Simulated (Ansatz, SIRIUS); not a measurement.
Given: the input of a run of SIRIUS 7.10.0 on Ge. The given cell was strained at random by a few per cent at fixed volume. This isn't the form of Ge at room conditions, which is diamond.

File sirius.json:

```json
{
  "control": {
    "processing_unit": "cpu",
    "verbosity": 2,
    "num_bands_to_print": 14,
    "print_forces": true,
    "print_stress": true
  },
  "parameters": {
    "electronic_structure_method": "pseudopotential",
    "xc_functionals": ["XC_GGA_X_PBE", "XC_GGA_C_PBE"],
    "gk_cutoff": 8.9,
    "pw_cutoff": 17.8,
    "ngridk": [10, 10, 10],
    "shiftk": [0, 0, 0],
    "smearing": "fermi_dirac",
    "smearing_width": 0.0018374661,
    "num_bands": 14,
    "num_mag_dims": 0,
    "num_dft_iter": 100,
    "energy_tol": 1e-08,
    "density_tol": 1e-06
  },
  "iterative_solver": {
    "type": "davidson",
    "min_tolerance": 1e-09,
    "tolerance_scale": [0.1, 0.25]
  },
  "mixer": {
    "type": "anderson",
    "beta": 0.7,
    "max_history": 8
  },
  "settings": {
    "tol_ne": 1e-10,
    "pseudo_grid_cutoff": 6.5
  },
  "unit_cell": {
    "lattice_vectors": [
      [4.989009249841, -0.062740797064, -0.056412104272],
      [-0.062740797064, 5.208107876182, -0.048790838812],
      [-0.056412104272, -0.048790838812, 5.173626043586]
    ],
    "atom_coordinate_units": "lattice",
    "atom_types": ["Ge"],
    "atom_files": {
      "Ge": "Ge.json"
    },
    "atoms": {
      "Ge": [
        [0.012724, 0.005174, 0.011707]
      ]
    }
  }
}
```

Potentials or basis: PseudoDojo 0.4.1 PBE standard (scalar relativistic).

Run with:

```console
$ upf_to_json Ge.upf
$ OMP_NUM_THREADS=1 sirius.scf --input=sirius.json --output=out.json --task=0
```

Problem. Translate it to Ansatz 0.2.0. Potentials or basis there: Ansatz PAW (earlier soft set), cutoff 420 eV.

Solution. As run (cutoffs and basis follow the program's own potentials, and thresholds, step limits or extra output files can differ):

The input input.yaml:

```yaml
crystal:
  lattice:
    - [2.64007, -0.033201, -0.029852]
    - [-0.033201, 2.756012, -0.025819]
    - [-0.029852, -0.025819, 2.737765]
  atoms:
    - { symbol: Ge, position: [0.012724, 0.005174, 0.011707] }
hamiltonian:
  xc: pbe
  pseudopotentials: { kind: paw, azcp: { folder: soft_1 } }
kpoints:
  mp_grid: { grid: [10, 10, 10] }
scf:
  occupations: { method: fermi_dirac, width: 0.05 }
output:
  forces: true
  stress: true
  eigenvalues: true
```

Potentials or basis: Ansatz PAW soft_1.

Launch:

```bash
$ ansatz run input.yaml --threads 1 --pin off --max-ram 3584MiB --backend cpu --events-out ev --progress --plain --runs-dir out
```

Both were run:

|  | SIRIUS | Ansatz |
| --- | --- | --- |
| Pressure | 0.0 GPa | 0.0 GPa |
| Energy over the undisturbed cell | 14.1 meV/atom | 14.1 meV/atom |

Ansatz's pressure holds a Pulay term of +0.03 GPa for its cutoff of 420 eV, which the other run lacks.

Where Ansatz's input types no cutoff or centring, it takes its own default and a Γ-centred mesh.

Pressure is positive in compression.
